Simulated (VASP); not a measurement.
The system is TePb.

```
Pb Te
1.0
     4.00229    0.00000    0.00000
     0.00000    4.00229    0.00000
     0.00000    0.00000    4.00229
Pb Te
1 1
Direct
  0.00000 0.00000 0.00000
  0.50000 0.50000 0.50000
```

Measurements of this composition are mostly on another form, of space group No. 225.

```yaml
Program: VASP 6.6.1
Task: single point
Functional: PBE
Potentials_or_basis: VASP PAW PBE potentials, release 64 (Pb_d, Te)
Cutoff: 520 eV
k_mesh: 7 × 7 × 7
Occupations: fermi-dirac, width 0.05 eV
Spin: no spin polarisation
```

On this cell: pressure 0.0 GPa; largest force zero by symmetry; band gap on the k mesh none (metal or under the smearing width).

The same run follows on a disturbed copy (atoms moved at random, drawn with an rms of 0.05 Å):

```
Pb Te
1.0
     4.00229    0.00000    0.00000
     0.00000    4.00229    0.00000
     0.00000    0.00000    4.00229
Pb Te
1 1
Cartesian
  -0.0385 0.0304 -0.0411
  1.9344 1.9895 1.9985
```

Q: What changes?

A: The energy (extrapolated to zero smearing) moves by -0.6 meV/atom; pressure 0.0 GPa; largest force 0.037 eV/Å; band gap on the k mesh none (metal or under the smearing width).

Forces on the atoms (eV/Å):
```
Pb   0.016  0.024 -0.022
Te  -0.016 -0.024  0.022
```
